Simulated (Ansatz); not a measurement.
## CoO: band structure with PBEsol

The system is CoO.

```xyz
2
Lattice="0.0000 2.1315 2.1315 2.1315 0.0000 2.1315 2.1315 2.1315 0.0000" Properties=species:S:1:pos:R:3 pbc="T T T"
Co    0.0000    0.0000    0.0000
O     2.1315    2.1315    2.1315
```

```yaml
Program: Ansatz 0.2.0
Task: band structure
Functional: PBEsol
Potentials_or_basis: Ansatz PAW
Cutoff: "420 eV (not typed: the program's choice for these potentials)"
k_mesh: 11 × 11 × 11
Occupations: fermi-dirac, width 0.05 eV
Spin: collinear spin, ferromagnetic start
Starting_moments: "[2.0, 0.0] μB"
Path: "[[\"G\", \"X\", \"W\", \"K\", \"G\", \"L\", \"U\", \"W\", \"L\", \"K\"], [\"U\", \"X\"]]"
Points_for_each_segment_of_the_path: 14
```

The pressure is -10.8 GPa, the band gap on the k mesh is none (metal or under the smearing width) and the net moment is 2.96 μB per cell. The absolute moment is 2.97 μB per cell and the site moments are Co +2.50; O +0.34 μB.

Levels at the corners of the path, in eV from the Fermi level:
Spin up:
```tsv
point	band 9	band 10	band 11	band 12	band 13	band 14	band 15	band 16	band 17	band 18
Γ	-3.27	-3.27	-3.18	-3.18	-3.18	0.73	16.42	17.76	17.76	17.76
X	-4.05	-2.96	-2.45	-2.15	-2.15	5.57	9.52	11.36	15.37	15.37
W	-2.58	-2.39	-2.39	-2.15	-1.42	7.81	9.70	9.70	12.36	20.67
K	-3.04	-2.28	-2.11	-2.03	-1.37	7.13	9.39	9.50	14.70	17.30
Γ	-3.27	-3.27	-3.18	-3.18	-3.18	0.73	16.42	17.76	17.76	17.76
L	-2.44	-2.44	-1.90	0.03	0.03	4.75	9.07	13.08	13.08	20.05
U	-3.04	-2.28	-2.11	-2.03	-1.37	7.13	9.39	9.50	14.70	17.30
W	-2.58	-2.39	-2.39	-2.15	-1.42	7.81	9.70	9.70	12.36	20.67
L	-2.44	-2.44	-1.90	0.03	0.03	4.75	9.07	13.08	13.08	20.05
K	-3.04	-2.28	-2.11	-2.03	-1.37	7.13	9.39	9.50	14.70	17.30
U	-3.04	-2.28	-2.11	-2.03	-1.37	7.13	9.39	9.50	14.70	17.30
X	-4.05	-2.96	-2.45	-2.15	-2.15	5.57	9.52	11.36	15.37	15.37
```
Spin down:
```csv
point,band 8,band 9,band 10,band 11,band 12,band 13
Γ,-2.66,-1.11,-1.11,-1.11,-0.12,-0.12
X,-3.94,-2.28,0.16,0.16,0.36,0.83
W,-5.15,-0.38,-0.38,0.16,0.72,1.46
K,-4.42,-1.04,0.00,0.17,0.97,1.45
Γ,-2.66,-1.11,-1.11,-1.11,-0.12,-0.12
L,-4.76,-0.11,-0.11,0.19,2.57,2.57
U,-4.42,-1.04,0.00,0.17,0.97,1.45
W,-5.15,-0.38,-0.38,0.16,0.72,1.46
L,-4.76,-0.11,-0.11,0.19,2.57,2.57
K,-4.42,-1.04,0.00,0.17,0.97,1.45
U,-4.42,-1.04,0.00,0.17,0.97,1.45
X,-3.94,-2.28,0.16,0.16,0.36,0.83
```

It took 5 s on 2 threads of Arm Neoverse V2 (shared host), peak memory 0.3 GiB.

Caveat: the pressure holds a Pulay correction of +0.8 GPa for the finite cutoff; a cell with one magnetic atom can't hold antiferromagnetic order, which such compounds often take; semilocal functionals often make such compounds metallic where correlation or magnetic order opens a gap, which also shifts bond lengths; the PAW data sets come from PBE, with cores solved anew for the run's functional, which leaves a small shift of forces and pressure. With open d or f shells a metallic result of PBEsol can be an artefact of self-interaction; +U or a hybrid may open a gap.
